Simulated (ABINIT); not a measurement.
Crystal: Ru.

```
Ru
1.0
     2.70580    0.00000    0.00000
    -1.35290    2.34329    0.00000
     0.00000    0.00000    4.28190
Ru
2
Direct
  0.66667 0.33333 0.75000
  0.33333 0.66667 0.25000
```

- Program: ABINIT 10.8.3 (patched build)
- Task: relaxation of cell and atoms
- Functional: PBE
- Potentials or basis: JTH PAW PBE v2.0
- Cutoff: 408 eV
- k mesh: 11 × 11 × 6
- Occupations: fermi-dirac, width 0.05 eV
- Spin: no spin polarisation

At the start: pressure 4.5 GPa; volume 13.57 Å³/atom.

Q: Where does the relaxation end?

A: Over 4 steps the energy falls by 2.7 meV/atom and the volume is 13.77 Å³/atom (+1.4 %); space group P6_3/mmc (No. 194, to 0.05 Å).

The path:
```tsv
step	energy change (eV)	largest force (eV/Å)	pressure (GPa)	volume (Å³)
1	0.0000	0.0000	4.54	27.15
2	-0.0054	0.0000	0.05	27.53
3	-0.0054	0.0000	0.00	27.53
4	-0.0054	0.0000	0.00	27.53
```

Final structure:
```cif
data_structure
_symmetry_space_group_name_H-M 'P 1'
_symmetry_Int_Tables_number 1
_cell_length_a 2.7192
_cell_length_b 2.7192
_cell_length_c 4.2997
_cell_angle_alpha 90.000
_cell_angle_beta 90.000
_cell_angle_gamma 120.000
_cell_volume 27.53
loop_
_atom_site_label
_atom_site_type_symbol
_atom_site_fract_x
_atom_site_fract_y
_atom_site_fract_z
_atom_site_occupancy
Ru1 Ru 0.66667 0.33333 0.75000 1
Ru2 Ru 0.33333 0.66667 0.25000 1
```
